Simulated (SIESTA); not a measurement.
V:

```xyz
2
Lattice="2.6043 0.0000 0.0000 -1.3021 2.2554 0.0000 0.0000 0.0000 4.7233" Properties=species:S:1:pos:R:3 pbc="T T T"
V     0.0000    1.5036    1.1808
V     1.3021    0.7518    3.5425
```

This isn't the form of V at room conditions, which is bcc.

| Quantity | Value |
| --- | --- |
| Program | SIESTA 5.4.2 |
| Task | single point |
| Functional | PBE |
| Potentials or basis | PseudoDojo 0.4 standard (PBE files) |
| Basis | DZP (energy shift 0.002 Ry) |
| Grid cutoff | 800 Ry |
| Energy shift | 0.002 Ry |
| k mesh | 12 × 12 × 6 |
| Occupations | fermi-dirac, width 0.05 eV |
| Spin | collinear spin, ferromagnetic start |
| Starting moments | [2.0, 2.0] μB |

On this cell: pressure 0.5 GPa; largest force under 0.003 eV/Å; net moment 0.00 μB per cell; band gap on the k mesh none (metal or under the smearing width).

The same run follows on a disturbed copy (atoms moved at random, drawn with an rms of 0.05 Å):

```
V
1.0
     2.60429    0.00000    0.00000
    -1.30215    2.25538    0.00000
     0.00000    0.00000    4.72334
V
2
Direct
  0.33739 0.66806 0.24828
  0.66409 0.33528 0.74232
```

Problem. What does the disturbed cell give?

Solution. The energy (extrapolated to zero smearing) moves by +2.0 meV/atom; pressure 0.5 GPa; largest force 0.292 eV/Å; net moment 0.00 μB per cell; band gap on the k mesh none (metal or under the smearing width).

Forces on the atoms (eV/Å):
```
V    0.016  0.000 -0.291
V   -0.016  0.000  0.291
```

Stress tensor (GPa, compression positive):
```
 1.28 -0.38 -0.06
-0.38  1.23  0.00
-0.06  0.00 -1.03
```

Caveats: semicore shells carry a single zeta, which can move pressures by several GPa and volumes by a few percent; the basis of atomic orbitals isn't converged, which shifts pressures, moduli and gaps.
